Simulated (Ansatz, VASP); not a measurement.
One calculation of As, two programs

File INCAR:

```
SYSTEM = As
ALGO = Normal ; EDIFF = 1E-7
ENCUT = 520 ; GGA = CA
ISIF = 2 ; ISMEAR = -1
LASPH = .TRUE. ; LCHARG = .FALSE.
LREAL = .FALSE. ; LWAVE = .FALSE.
NBANDS = 12 ; NELM = 60
PREC = Accurate ; SIGMA = 0.05
```

KPOINTS

```
k-points
0
G
  9 9 9
  0 0 0
```

Contents of POSCAR:

```
As
1.0
    1.8807968987      1.0858785957      3.5140619945
   -1.8807968987      1.0858785957      3.5140619945
    0.0000000000     -2.1717571915      3.5140619945
As
2
Direct
    0.2260000000      0.2260000000      0.2260000000
    0.7740000000      0.7740000000      0.7740000000
```

Contents of input.yaml:

```yaml
crystal:
  lattice:
    - [1.8807968987, 1.0858785957, 3.5140619945]
    - [-1.8807968987, 1.0858785957, 3.5140619945]
    - [0.0, -2.1717571915, 3.5140619945]
  atoms:
    - { symbol: As, position: [0.226, 0.226, 0.226] }
    - { symbol: As, position: [0.774, 0.774, 0.774] }
hamiltonian:
  xc: lda
  pseudopotentials: { kind: paw }
kpoints:
  mp_grid: { grid: [9, 9, 9] }
scf:
  occupations: { method: fermi_dirac, width: 0.05 }
output:
  forces: true
  stress: true
  eigenvalues: true
```

Alike in both runs: task single point; functional LDA; k mesh 9 × 9 × 9; occupations fermi-dirac, width 0.05 eV; no spin polarisation.

```csv
,VASP,Ansatz
version,VASP 6.6.1,Ansatz 0.2.0
potentials or method,"VASP PAW LDA potentials, release 64 (As)",Ansatz PAW
plane-wave cutoff (eV),520,420
valence electrons in the cell,10,30
```

VASP gave:

* gap on the k mesh at the Fermi level (eV): none
* pressure (GPa): -0.9
* largest component of the traceless stress (GPa): 0.46
* rms of the force components (eV/Å): 0.192

**Question.** Which values does Ansatz return?

**Answer.** gap on the k mesh at the Fermi level (eV): none; pressure (GPa): -1.4; largest component of the traceless stress (GPa): 0.31; rms of the force components (eV/Å): 0.151.

Atom by atom the forces differ by 0.041 eV/Å (rms over components). A gap of «none» marks a metal or a gap that the smearing closes. The two sets of potentials don't hold the same shells in valence.

Caveats: the PAW data sets come from PBE, with cores solved anew for the run's functional, which leaves a small shift of forces and pressure (Ansatz).
